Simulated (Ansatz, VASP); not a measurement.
Two plane-wave programs on C

Contents of INCAR:

```
SYSTEM = C
PREC = Accurate
ENCUT = 520
EDIFF = 1E-7
ISMEAR = 0
SIGMA = 0.05
LREAL = .False.
LASPH = .True.
NELM = 60
ALGO = Normal
ISIF = 2
LWAVE = .False.
LCHARG = .False.
GGA = PS
NBANDS = 11
```

File KPOINTS:

```
Automatic mesh
0
Gamma
  12 12 12
  0 0 0
```

File POSCAR:

```
C
1.0
    0.0000000000      1.6347522448      1.7058284293
    1.6347522448      0.0000000000      1.7058284293
    1.6347522448      1.6347522448      0.0000000000
C
2
Direct
    0.5000000000      0.5000000000      0.5000000000
    0.7500000000      0.7500000000      0.7500000000
```

Input for Ansatz:

```yaml
crystal:
  lattice:
    - [0.0, 1.6347522448, 1.7058284293]
    - [1.6347522448, 0.0, 1.7058284293]
    - [1.6347522448, 1.6347522448, 0.0]
  atoms:
    - { symbol: C, position: [0.5, 0.5, 0.5] }
    - { symbol: C, position: [0.75, 0.75, 0.75] }
basis:
  ecutwfc: 420
kpoints:
  mp_grid: { grid: [12, 12, 12] }
hamiltonian:
  xc: pbesol
scf:
  occupations: { method: gaussian, width: 0.05 }
output:
  forces: true
  stress: true
  eigenvalues: true
```

Change from the starting cell: strain -0.080 along x and y, -0.040 along z, atoms carried along.

Alike in both runs: task single point; functional PBEsol; k mesh 12 × 12 × 12; occupations gaussian, width 0.05 eV; no spin polarisation.

|  | VASP | Ansatz |
| --- | --- | --- |
| version | VASP 6.6.1 | Ansatz 0.2.0 |
| potentials or method | VASP PAW PBE potentials, release 64 (C) | scalar-relativistic, plane waves, PAW |
| plane-wave cutoff (eV) | 520 | 420 |
| valence electrons in the cell | 8 | 8 |

```tsv
	VASP	Ansatz	Ansatz less VASP
gap on the k mesh at the Fermi level (eV)	3.93	3.94	+0.014
least direct gap on the mesh (eV)	5.71	5.72	+0.007
pressure (GPa)	137.9	135.7	-2.21
largest component of the traceless stress (GPa)	33.78	33.84	+0.062
```

Caveats: the cell as given lies far from equilibrium; so large a pressure means that the cell lies far from this level's equilibrium, or that cutoff or potentials fall short (VASP); the potentials were made for another functional, which shifts forces and pressure (VASP).
